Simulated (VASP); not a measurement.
# CdSe (Cadmoselite) (P6_3mc) in VASP: notebook, part 2 of 3

VASP 6.6.1. The steps go on from the part before.

### Step 3. Single point, PBEsol

This run uses another cell than the first one, of 20.42 Å³/atom, 0.727 times its volume.

The input, INCAR:

```
ALGO = Normal
EDIFF = 1E-6
ENCUT = 520
GGA = PS
ISIF = 2
ISMEAR = -1
LASPH = T
LCHARG = F
LREAL = F
LWAVE = F
NBANDS = 26
NELM = 60
PREC = Accurate
SIGMA = 0.05
```

The input, KPOINTS:

```
k-points
0
Gamma
  7 7 4
```

The input, POSCAR:

```
CdSe
1.0
    3.6397681133      0.0000000000      0.0000000000
   -1.8198840566      3.1521316500      0.0000000000
    0.0000000000      0.0000000000      7.1205893643
Cd Se
2 2
Direct
    0.6666666667      0.3333333333      0.5276292934
    0.3333333333      0.6666666667      0.0276292934
    0.6666666667      0.3333333333      0.8573707066
    0.3333333333      0.6666666667      0.3573707066
```

Potentials or basis: VASP PAW PBE potentials, release 64 (Cd, Se).

Started as:

```sh
cat potpaw_PBE.64/Cd/POTCAR potpaw_PBE.64/Se/POTCAR > POTCAR
mpirun -np 1 vasp_std > vasp.out
```

OUTCAR:

```text
EDIFF = 1E-6
   ENCUT = 520
   GGA = PS
   ISIF = 2
   ISMEAR = -1
   LASPH = T
   LREAL = F
   NELM = 60
   PREC = Accurate

 ion  position               nearest neighbor table
   1  0.667  0.333  0.528-   3 2.35   4 2.43   4 2.43   4 2.43
   2  0.333  0.667  0.028-   4 2.35   3 2.43   3 2.43   3 2.43
   3  0.667  0.333  0.857-   1 2.35   2 2.43   2 2.43   2 2.43
   4  0.333  0.667  0.357-   2 2.35   1 2.43   1 2.43   1 2.43

  LATTYP: Found a hexagonal cell.
 ALAT       =     3.6397681133
 C/A-ratio  =     1.9563304976

  Lattice vectors:

 A1 = (   3.6397681133,   0.0000000000,   0.0000000000)
 A2 = (  -1.8198840566,   3.1521316500,   0.0000000000)
 A3 = (   0.0000000000,   0.0000000000,   7.1205893643)

Analysis of symmetry for initial positions (statically):
=====================================================================
 Subroutine PRICEL returns:
 Original cell was already a primitive cell.

 Routine SETGRP: Setting up the symmetry group for a
 hexagonal supercell.

 Subroutine GETGRP returns: Found 12 space group operations
 (whereof  6 operations were pure point group operations)
 out of a pool of 24 trial point group operations.

The static configuration has the point symmetry C_3v.
 The point group associated with its full space group is C_6v.

Analysis of symmetry for dynamics (positions and initial velocities):
=====================================================================
 Subroutine PRICEL returns:
 Original cell was already a primitive cell.

 Routine SETGRP: Setting up the symmetry group for a
 hexagonal supercell.

 Subroutine GETGRP returns: Found 12 space group operations
 (whereof  6 operations were pure point group operations)
 out of a pool of 24 trial point group operations.

The dynamic configuration has the point symmetry C_3v.
 The point group associated with its full space group is C_6v.

[... 117 lines left out ...]
   EFERMI_NEDOS =   21; number of points for ismear=-14 and -15
   IALGO  =     38    algorithm
   IMIX   =      4    mixing-type and parameters
     AMIX     =   0.40;   BMIX     =  1.00
     AMIX_MAG =   1.60;   BMIX_MAG =  1.00
  volume/ion in A,a.u.               =      20.42       137.83
  Fermi-wavevector in a.u.,A,eV,Ry     =   1.245789  2.354199 21.116093  1.551989
  Thomas-Fermi vector in A             =   2.379995
   LORBIT       =      0    0 simple, 1 ext, 2 COOP (PROOUT), +10 PAW based schemes
   GGA     = PS    functional components
   LHFCALC =     F    Hartree Fock is set to
   AEXX    =    0.0000 exact exchange contribution
   IVDW    =     0    specifies the selected vdW correction
   LEPSILON=     F    determine dielectric tensor
   LRPA    =     F    only Hartree local field effects (RPA)
 non-spin polarized calculation
  energy-cutoff  :      520.00
  volume of cell :       81.69
 maximum number of plane-waves:      2218
 NGX is ok and might be reduce to    28
   NGX = 13   NGY = 13   NGZ = 27

 number of electron      36.0000009 magnetization

 Free energy of the ion-electron system (eV)
  ---------------------------------------------------
  ext. energy  EPLUGINS =         0.00000000
  ---------------------------------------------------
  free energy    TOTEN  =        -9.84859818 eV

  energy without entropy =       -9.84746898  energy(sigma->0) =       -9.84803358

 E-fermi :   4.4179     XC(G=0): -10.6993

 val. band max:        4.4055839275   @ k =   0.0000   0.0000   0.0000
 cond. band min:       5.3619260664   @ k =   0.1429   0.0000   0.0000
 fundamental gap:      0.9563421388
 Fermi energy:         4.4178829306

 k-point     1 :       0.0000    0.0000    0.0000
  band No.  band energies     occupation
      1     -10.9584      2.00000
      2     -10.2667      2.00000
      3      -5.8109      2.00000
      4      -5.4281      2.00000
      5      -5.4281      2.00000
      6      -5.2750      2.00000
[... 685 lines left out ...]
     25      13.2194      0.00000
     26      13.2194      0.00000

------------------------ aborting loop because EDIFF is reached ----------------------------------------

  FORCE on cell =-STRESS in cart. coord.  units (eV):
  Direction    XX          YY          ZZ          XY          YZ          ZX
  --------------------------------------------------------------------------------------
  -------------------------------------------------------------------------------------
  Total       15.8418011     15.8418011     16.0481560      0.0000000      0.0000000      0.0000000
  in kB      310.6856066    310.6856066    314.7325900      0.0000000      0.0000000      0.0000000
  external PRESSURE =     312.0346011 kB  Pullay stress =       0.0000000 kB

 VOLUME and BASIS-vectors are now :
 -----------------------------------------------------------------------------
  energy-cutoff  :      520.00
  volume of cell :       81.69
      direct lattice vectors                 reciprocal lattice vectors
     3.639768113  0.000000000  0.000000000     0.274742777  0.158622816  0.000000000
    -1.819884057  3.152131650  0.000000000     0.000000000  0.317245633  0.000000000
     0.000000000  0.000000000  7.120589364     0.000000000  0.000000000  0.140437813

 POSITION                                       TOTAL-FORCE (eV/Angst)
 -----------------------------------------------------------------------------------
      1.81988      1.05071      3.75703         0.000000     -0.000000      0.001637
     -0.00000      2.10142      0.19674        -0.000000      0.000000      0.001637
      1.81988      1.05071      6.10498         0.000000      0.000000     -0.001637
     -0.00000      2.10142      2.54469         0.000000      0.000000     -0.001637
 -----------------------------------------------------------------------------------
    total drift:                               -0.000000     -0.000000      0.000431

  FREE ENERGIE OF THE ION-ELECTRON SYSTEM (eV)
  ---------------------------------------------------
  free  energy   TOTEN  =        -9.8485981754 eV

  energy  without entropy=       -9.8474689801  energy(sigma->0) =       -9.84803358
```

OSZICAR:

```text
N       E                     dE             d eps       ncg     rms          rms(c)
DAV:   1     0.267040592564E+03    0.26704E+03   -0.17960E+04  1248   0.131E+03
DAV:   2     0.182409658883E+01   -0.26522E+03   -0.25530E+03  1364   0.337E+02
DAV:   3    -0.107437747181E+02   -0.12568E+02   -0.12495E+02  1498   0.752E+01
DAV:   4    -0.108264653531E+02   -0.82691E-01   -0.82626E-01  1350   0.568E+00
DAV:   5    -0.108268517985E+02   -0.38645E-03   -0.38643E-03  1444   0.373E-01    0.168E+01
DAV:   6    -0.992910680081E+01    0.89774E+00   -0.14998E+00  1560   0.163E+01    0.120E+01
DAV:   7    -0.987602529504E+01    0.53082E-01   -0.10839E+00  1346   0.631E+00    0.219E+00
DAV:   8    -0.984953855243E+01    0.26487E-01   -0.18567E-01  1306   0.489E+00    0.701E-01
DAV:   9    -0.984861369196E+01    0.92486E-03   -0.20328E-02  1318   0.129E+00    0.244E-01
DAV:  10    -0.984859114334E+01    0.22549E-04   -0.71851E-04  1426   0.296E-01    0.720E-02
DAV:  11    -0.984859473525E+01   -0.35919E-05   -0.52490E-05  1296   0.545E-02    0.166E-02
DAV:  12    -0.984859850750E+01   -0.37722E-05   -0.69472E-06  1364   0.203E-02    0.111E-02
DAV:  13    -0.984859817542E+01    0.33208E-06   -0.16799E-06   912   0.148E-02
   1 F= -.98485982E+01 E0= -.98480336E+01  d E =-.112920E-02
```

It took 38 s on 1 thread of Intel Xeon Platinum 8259CL at 2.50GHz (Skylake/Cascade Lake), shared host; peak memory 0.21 GiB.

Results:

```yaml
Free_energy: -9.8486 eV
Pressure: 31.2 GPa
```

Caveat: the PAW data sets were made with another functional, which shifts forces and pressure a little.

### Step 4. Single point, PBEsol

This run uses another cell than the first one, of 22.36 Å³/atom, 0.796 times its volume.

The input, INCAR:

```
  PREC = Accurate
  ENCUT = 520
  EDIFF = 1E-6
  ISMEAR = -1
  SIGMA = 0.05
  LREAL = F
  LASPH = T
  NELM = 60
  ALGO = Normal
  ISIF = 2
  LWAVE = F
  LCHARG = F
  GGA = PS
  NBANDS = 26
```

The input, KPOINTS:

```
regular mesh
0
Gamma
  7 7 4
```

The input, POSCAR:

```
CdSe
1.0
    3.9174017846      0.0000000000      0.0000000000
   -1.9587008923      3.3925694623      0.0000000000
    0.0000000000      0.0000000000      6.7299311725
Cd Se
2 2
Direct
    0.6666666667      0.3333333333      0.5121752801
    0.3333333333      0.6666666667      0.0121752801
    0.6666666667      0.3333333333      0.8728247199
    0.3333333333      0.6666666667      0.3728247199
```

Potentials or basis: VASP PAW PBE potentials, release 64 (Cd, Se).

Started as:

```sh
cat potpaw_PBE.64/Cd/POTCAR potpaw_PBE.64/Se/POTCAR > POTCAR
mpirun -np 1 vasp_std > vasp.out
```

OUTCAR:

```text
PREC = Accurate
   ENCUT = 520
   EDIFF = 1E-6
   ISMEAR = -1
   LREAL = F
   LASPH = T
   NELM = 60
   ISIF = 2
   GGA = PS

 ion  position               nearest neighbor table
   1  0.667  0.333  0.512-   3 2.43   4 2.45   4 2.45   4 2.45
   2  0.333  0.667  0.012-   4 2.43   3 2.45   3 2.45   3 2.45
   3  0.667  0.333  0.873-   1 2.43   2 2.45   2 2.45   2 2.45
   4  0.333  0.667  0.373-   2 2.43   1 2.45   1 2.45   1 2.45

  LATTYP: Found a hexagonal cell.
 ALAT       =     3.9174017846
 C/A-ratio  =     1.7179578564

  Lattice vectors:

 A1 = (   3.9174017846,   0.0000000000,   0.0000000000)
 A2 = (  -1.9587008923,   3.3925694623,   0.0000000000)
 A3 = (   0.0000000000,   0.0000000000,   6.7299311725)

Analysis of symmetry for initial positions (statically):
=====================================================================
 Subroutine PRICEL returns:
 Original cell was already a primitive cell.

 Routine SETGRP: Setting up the symmetry group for a
 hexagonal supercell.

 Subroutine GETGRP returns: Found 12 space group operations
 (whereof  6 operations were pure point group operations)
 out of a pool of 24 trial point group operations.

The static configuration has the point symmetry C_3v.
 The point group associated with its full space group is C_6v.

Analysis of symmetry for dynamics (positions and initial velocities):
=====================================================================
 Subroutine PRICEL returns:
 Original cell was already a primitive cell.

 Routine SETGRP: Setting up the symmetry group for a
 hexagonal supercell.

 Subroutine GETGRP returns: Found 12 space group operations
 (whereof  6 operations were pure point group operations)
 out of a pool of 24 trial point group operations.

The dynamic configuration has the point symmetry C_3v.
 The point group associated with its full space group is C_6v.

 Subroutine INISYM returns: Found 12 space group operations
 (whereof  6 operations are pure point group operations),
 and found     1 'primitive' translations

----------------------------------------------------------------------------------------

                                     Primitive cell

  volume of cell :      89.4412

  direct lattice vectors                    reciprocal lattice vectors
     3.917401785  0.000000000  0.000000000     0.255271237  0.147380917  0.000000000
    -1.958700892  3.392569462  0.000000000     0.000000000  0.294761835  0.000000000
     0.000000000  0.000000000  6.729931172     0.000000000  0.000000000  0.148589930

  length of vectors
     3.917401785  3.917401785  6.729931172     0.294761835  0.294761835  0.148589930

  position of ions in fractional coordinates (direct lattice)
     0.666666667  0.333333333  0.512175280
     0.333333333  0.666666667  0.012175280
     0.666666667  0.333333333  0.872824720
     0.333333333  0.666666667  0.372824720

  ion indices of the primitive-cell ions
   primitive index   ion index
                 1           1
                 2           2
                 3           3
                 4           4

----------------------------------------------------------------------------------------

 KPOINTS: regular mesh

Automatic generation of k-mesh.
 Grid dimensions read from file:
 generate k-points for:    7    7    4

 Generating k-lattice:

  Cartesian coordinates                     Fractional coordinates (reciprocal lattice)
     0.036467320  0.021054417  0.000000000     0.142857143  0.000000000  0.000000000
     0.000000000  0.042108834  0.000000000     0.000000000  0.142857143  0.000000000
     0.000000000  0.000000000  0.037147482     0.000000000  0.000000000  0.250000000

  Length of vectors
     0.042108834  0.042108834  0.037147482

  Shift w.r.t. Gamma in fractional coordinates (k-lattice)
     0.000000000  0.000000000  0.000000000

 Subroutine IBZKPT returns following result:
 ===========================================

 Found     24 irreducible k-points:

 Following reciprocal coordinates:
            Coordinates               Weight
  0.000000  0.000000  0.000000      1.000000
  0.142857  0.000000  0.000000      6.000000
  0.285714  0.000000  0.000000      6.000000
  0.428571  0.000000  0.000000      6.000000
  0.142857  0.142857  0.000000      6.000000
  0.285714  0.142857  0.000000     12.000000
[... 16 lines left out ...]
  0.428571  0.142857  0.500000      6.000000
  0.285714  0.285714  0.500000      6.000000
   k-points           NKPTS =     24   k-points in BZ     NKDIM =     24   number of bands    NBANDS=     26
   number of dos      NEDOS =    301   number of ions     NIONS =      4
   total plane-waves  NPLWV =  45000
   dimension x,y,z NGX =    30 NGY =   30 NGZ =   50
   dimension x,y,z NGXF=    60 NGYF=   60 NGZF=  100
   ions per type =               2   2
   NGX,Y,Z   is equivalent  to a cutoff of  12.73, 12.73, 12.35 a.u.
   NGXF,Y,Z  is equivalent  to a cutoff of  25.46, 25.46, 24.70 a.u.
 SYSTEM =  unknown system
   PREC   = accura    normal or accurate (medium, high low for compatibility)
   ISTART =      0    job   : 0-new  1-cont  2-samecut
   ICHARG =      2    charge: 1-file 2-atom 10-const
   ISPIN  =      1    spin polarized calculation?
   LNONCOLLINEAR =      F non collinear calculations
   LSORBIT =      F    spin-orbit coupling
   LASPH  =      T    aspherical Exc in radial PAW
   ENCUT  =  520.0 eV  38.22 Ry    6.18 a.u.   7.28  7.28 12.51*2*pi/ulx,y,z
   NELM   =     60;   NELMIN=  2; NELMDL= -5     # of ELM steps
   EDIFF  = 0.1E-05   stopping-criterion for ELM
   LREAL  =      F    real-space projection
   EDIFFG = 0.1E-04   stopping-criterion for IOM
   NSW    =      0    number of steps for IOM
   IBRION =     -1    ionic relax: 0-MD 1-quasi-New 2-CG
   NFREE  =      0    steps in history (QN), initial steepest desc. (CG)
   ISIF   =      2    stress and relaxation
   ISYM   =      2    0-nonsym 1-usesym 2-fastsym
   POTIM  = 0.5000    time-step for ionic-motion
   TEBEG  =    0.0;   TEEND  =   0.0 temperature during run
   PSTRESS=    0.0 pullay stress
   NELECT =      36.0000    total number of electrons
   NUPDOWN=      -1.0000    fix difference up-down
   EMIN   =  10.00;   EMAX   =-10.00  energy-range for DOS
   EFERMI =   0.00;   METHOD = LEGACY
   ISMEAR =    -1;   SIGMA  =   0.05  broadening in eV -4-tet -1-fermi 0-gaus
   EFERMI_NEDOS =   21; number of points for ismear=-14 and -15
   IALGO  =     38    algorithm
   IMIX   =      4    mixing-type and parameters
     AMIX     =   0.40;   BMIX     =  1.00
     AMIX_MAG =   1.60;   BMIX_MAG =  1.00
  volume/ion in A,a.u.               =      22.36       150.89
  Fermi-wavevector in a.u.,A,eV,Ry     =   1.208731  2.284171 19.878545  1.461032
  Thomas-Fermi vector in A             =   2.344330
   LORBIT       =      0    0 simple, 1 ext, 2 COOP (PROOUT), +10 PAW based schemes
   GGA     = PS    functional components
   LHFCALC =     F    Hartree Fock is set to
   AEXX    =    0.0000 exact exchange contribution
   IVDW    =     0    specifies the selected vdW correction
   LEPSILON=     F    determine dielectric tensor
   LRPA    =     F    only Hartree local field effects (RPA)
 non-spin polarized calculation
  energy-cutoff  :      520.00
  volume of cell :       89.44
 maximum number of plane-waves:      2449
 NGX is ok and might be reduce to    30
   NGX = 15   NGY = 15   NGZ = 25

 number of electron      35.9999991 magnetization

 Free energy of the ion-electron system (eV)
  ---------------------------------------------------
  ext. energy  EPLUGINS =         0.00000000
  ---------------------------------------------------
  free energy    TOTEN  =       -11.09194508 eV

  energy without entropy =      -11.09194137  energy(sigma->0) =      -11.09194322

 E-fermi :   3.4844     XC(G=0): -10.1914

 val. band max:        3.0521055054   @ k =   0.0000   0.0000   0.0000
 cond. band min:       3.8773714609   @ k =   0.0000   0.0000   0.0000
 fundamental gap:      0.8252659555
 Fermi energy:         3.4844020233

 k-point     1 :       0.0000    0.0000    0.0000
  band No.  band energies     occupation
      1     -11.2770      2.00000
      2     -10.6714      2.00000
      3      -6.1453      2.00000
      4      -6.0223      2.00000
      5      -6.0223      2.00000
      6      -5.8873      2.00000
[... 685 lines left out ...]
     25      11.4042      0.00000
     26      11.4042      0.00000

------------------------ aborting loop because EDIFF is reached ----------------------------------------

  FORCE on cell =-STRESS in cart. coord.  units (eV):
  Direction    XX          YY          ZZ          XY          YZ          ZX
  --------------------------------------------------------------------------------------
  -------------------------------------------------------------------------------------
  Total       11.6251339     11.6251339     11.6961617      0.0000000     -0.0000000      0.0000000
  in kB      208.2433099    208.2433099    209.5156457      0.0000000     -0.0000000      0.0000000
  external PRESSURE =     208.6674219 kB  Pullay stress =       0.0000000 kB

 VOLUME and BASIS-vectors are now :
 -----------------------------------------------------------------------------
  energy-cutoff  :      520.00
  volume of cell :       89.44
      direct lattice vectors                 reciprocal lattice vectors
     3.917401785  0.000000000  0.000000000     0.255271237  0.147380917  0.000000000
    -1.958700892  3.392569462  0.000000000     0.000000000  0.294761835  0.000000000
     0.000000000  0.000000000  6.729931172     0.000000000  0.000000000  0.148589930

 POSITION                                       TOTAL-FORCE (eV/Angst)
 -----------------------------------------------------------------------------------
      1.95870      1.13086      3.44690         0.000000     -0.000000      0.002992
     -0.00000      2.26171      0.08194        -0.000000     -0.000000      0.002992
      1.95870      1.13086      5.87405         0.000000     -0.000000     -0.002992
     -0.00000      2.26171      2.50908        -0.000000      0.000000     -0.002992
 -----------------------------------------------------------------------------------
    total drift:                               -0.000000      0.000000      0.000869

  FREE ENERGIE OF THE ION-ELECTRON SYSTEM (eV)
  ---------------------------------------------------
  free  energy   TOTEN  =       -11.0919450819 eV

  energy  without entropy=      -11.0919413679  energy(sigma->0) =      -11.09194322
```

Wall time 44 s (1 thread of Intel Xeon Platinum 8259CL at 2.50GHz (Skylake/Cascade Lake), shared host); peak memory 0.22 GiB.

Results:

* Free energy: -11.0919 eV
* Pressure: 20.9 GPa
* Band gap on the k mesh: 0.83 eV, direct

Forces on the atoms (eV/Å):
```
Cd   0.000  0.000  0.003
Cd   0.000  0.000  0.003
Se   0.000  0.000 -0.003
Se   0.000  0.000 -0.003
```

Stress tensor (GPa, compression positive):
```
20.82  0.00  0.00
 0.00 20.82  0.00
 0.00  0.00 20.95
```

Caveat: the PAW data sets were made with another functional, which shifts forces and pressure a little.

(Continued in part 3 of 3.)
